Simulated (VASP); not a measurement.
A run of VASP 6.6.1:

Contents of INCAR:

```
SYSTEM = SiC
  PREC = Accurate
  ENCUT = 630
  EDIFF = 1E-6
  ISMEAR = -1
  SIGMA = 0.05
  LREAL = .False.
  LASPH = .True.
  NELM = 100
  ALGO = Normal
  ISIF = 3
  LWAVE = .False.
  LCHARG = .False.
  GGA = PE
  IBRION = 2
  NSW = 60
  EDIFFG = -0.01
```

The input KPOINTS:

```
Automatic mesh
0
Gamma
  10 10 10
  0 0 0
```

POSCAR

```
SiC
1.0
    0.0000000000      2.1790000000      2.1790000000
    2.1790000000      0.0000000000      2.1790000000
    2.1790000000      2.1790000000      0.0000000000
Si C
1 1
Direct
    0.0000000000      0.0000000000      0.0000000000
    0.7500000000      0.7500000000      0.7500000000
```

Potentials or basis: VASP PAW PBE potentials, release 64 (Si_GW, C_GW).

Command:

```sh
$ cat potpaw_PBE.64/Si_GW/POTCAR potpaw_PBE.64/C_GW/POTCAR > POTCAR
$ mpirun -np 1 vasp_std > vasp.out
```

Hardware: 1 thread of AMD EPYC 7571 (shared host).

Task: How long does it take, and how much memory?

Result: Run time: 57 s on 1 thread of AMD EPYC 7571 (shared host), peak memory 0.14 GiB. Counts: scf iterations 24, k points 47, ion steps 3.
